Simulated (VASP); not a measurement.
Input of a VASP 6.6.1 run:

INCAR

```
PREC = Accurate
ENCUT = 520
EDIFF = 1E-6
ISMEAR = 1
SIGMA = 0.1
LREAL = F
LASPH = T
NELM = 80
ALGO = Fast
ISIF = 2
LWAVE = F
LCHARG = F
LMAXMIX = 4
GGA = PE
NBANDS = 11
ICORELEVEL = 1
```

KPOINTS

```
regular mesh
0
Gamma
  16 16 16
```

The input POSCAR:

```
Pd                                      
1.0
    0.0000000000      1.9699585455      1.9699585455
    1.9699585455     -0.0000000000      1.9699585455
    1.9699585455      1.9699585455     -0.0000000000
  Pd            
     1
Direct
     0.0000000000000000    0.0000000000000000    0.0000000000000000
```

KPOINTS_OPT

```
explicit points
206
Reciprocal
 0.0000000000  0.0000000000  0.0000000000 1
 0.0263157895  0.0000000000  0.0263157895 1
 0.0526315789  0.0000000000  0.0526315789 1
 0.0789473684  0.0000000000  0.0789473684 1
 0.1052631579  0.0000000000  0.1052631579 1
 0.1315789474  0.0000000000  0.1315789474 1
[... 198 lines left out ...]
 0.5000000000  0.2500000000  0.7500000000 1
 0.5000000000  0.0000000000  0.5000000000 1
```

Potentials or basis: VASP PAW PBE potentials, release 64 (Pd).

Run with:

```sh
$ cat potpaw_PBE.64/Pd/POTCAR > POTCAR
$ mpirun -np 1 vasp_std > vasp.out
```

**Question.** Estimate the pressure.

**Answer.** 0.1 GPa.

**Question.** What does it give for the band gap along the path?

**Answer.** None (metal or under the smearing width).

Levels at the corners of the path, in eV from the Fermi level:
| point | band 2 | band 3 | band 4 | band 5 | band 6 | band 7 | band 8 | band 9 |
| --- | --- | --- | --- | --- | --- | --- | --- | --- |
| Γ | -2.68 | -2.68 | -2.68 | -1.16 | -1.16 | 17.16 | 21.73 | 21.73 |
| X | -4.83 | -0.06 | 0.27 | 0.27 | 3.34 | 10.40 | 13.01 | 13.01 |
| X | -4.83 | -0.06 | 0.27 | 0.27 | 3.34 | 10.40 | 13.01 | 13.01 |
| W | -3.19 | -3.19 | -1.25 | 0.27 | 8.70 | 8.70 | 10.10 | 11.33 |
| W | -3.19 | -3.19 | -1.25 | 0.27 | 8.70 | 8.70 | 10.10 | 11.33 |
| K | -3.92 | -1.86 | -0.90 | -0.16 | 6.94 | 7.92 | 10.51 | 15.61 |
| K | -3.92 | -1.86 | -0.90 | -0.16 | 6.94 | 7.92 | 10.51 | 15.61 |
| Γ | -2.68 | -2.68 | -2.68 | -1.16 | -1.16 | 17.16 | 21.73 | 21.73 |
| Γ | -2.68 | -2.68 | -2.68 | -1.16 | -1.16 | 17.16 | 21.73 | 21.73 |
| L | -2.72 | -2.72 | -0.03 | -0.03 | 1.08 | 7.04 | 16.51 | 20.74 |
| L | -2.72 | -2.72 | -0.03 | -0.03 | 1.08 | 7.04 | 16.51 | 20.74 |
| U | -3.92 | -1.86 | -0.90 | -0.16 | 6.94 | 7.92 | 10.51 | 15.61 |
| U | -3.92 | -1.86 | -0.90 | -0.16 | 6.94 | 7.92 | 10.51 | 15.61 |
| W | -3.19 | -3.19 | -1.25 | 0.27 | 8.70 | 8.70 | 10.10 | 11.33 |
| W | -3.19 | -3.19 | -1.25 | 0.27 | 8.70 | 8.70 | 10.10 | 11.33 |
| L | -2.72 | -2.72 | -0.03 | -0.03 | 1.08 | 7.04 | 16.51 | 20.74 |
| L | -2.72 | -2.72 | -0.03 | -0.03 | 1.08 | 7.04 | 16.51 | 20.74 |
| K | -3.92 | -1.86 | -0.90 | -0.16 | 6.94 | 7.92 | 10.51 | 15.61 |
| U | -3.92 | -1.86 | -0.90 | -0.16 | 6.94 | 7.92 | 10.51 | 15.61 |
| X | -4.83 | -0.06 | 0.27 | 0.27 | 3.34 | 10.40 | 13.01 | 13.01 |
